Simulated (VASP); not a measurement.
Runs of VASP 6.6.1 on TaN. The structure is cubic, space group Fm-3m (No. 225). The conventional cell has a = 4.358 Å, b = 4.358 Å, c = 4.358 Å, α = 90.00°, β = 90.00°, γ = 90.00°. Ta (site symmetry m-3m) has 6 N at 2.18 Å as nearest neighbours. N (site symmetry m-3m) is surrounded by 6 Ta at 2.18 Å. 

```tsv
level	spin	U	fixed moment (μB)	gap on the mesh (eV)	pressure (GPa)	moment (μB)
PBE+U	collinear, zero start	Ta d U = 7 eV	-	none	38.9	0.00
PBE	collinear, ferromagnetic start	-	-	none	15.3	0.00
PBE	collinear, ferromagnetic start	-	3	-	71.5	3.00
PBE	non-collinear, random start, SOC	-	-	-	16.0	0.00
PBE+U	collinear, ferromagnetic start	Ta d U = 7 eV	-	none	38.9	0.00
PBE	collinear, random start	-	-	none	15.3	0.00
PBEsol	collinear, ferromagnetic start	-	-	none	(a)	0.00
PBE+U	collinear, random start	Ta d U = 7 eV	-	none	38.9	0.00
PBE+U	collinear, ferromagnetic start	Ta d U = 7 eV	2	-	68.2	2.00
```

Alike in all rows: task single point; potentials or basis VASP PAW PBE potentials, release 64 (Ta_pv, N); cell as given; k mesh 7 × 7 × 7; cutoff (eV) 520; smearing gaussian 0.05 eV.

Q: Fill in the values left out.

A: (a) 5.4.

Caveats: a pressure of tens of GPa on the cell as given is suspect, and the run, the potentials or the cell itself is likely at fault (some runs); so large a pressure means that the cell lies far from this level's equilibrium, or that cutoff or potentials fall short (some runs); the moment is held away from its start (some runs); the total moment is fixed, so each spin has its own Fermi level (some runs); the PAW data sets were made with another functional, which shifts forces and pressure a little (some runs).

A k mesh can miss the band edges, and rows without SOC leave out spin-orbit coupling on Ta.

A gap of «none» marks a metal or a gap under the smearing width.
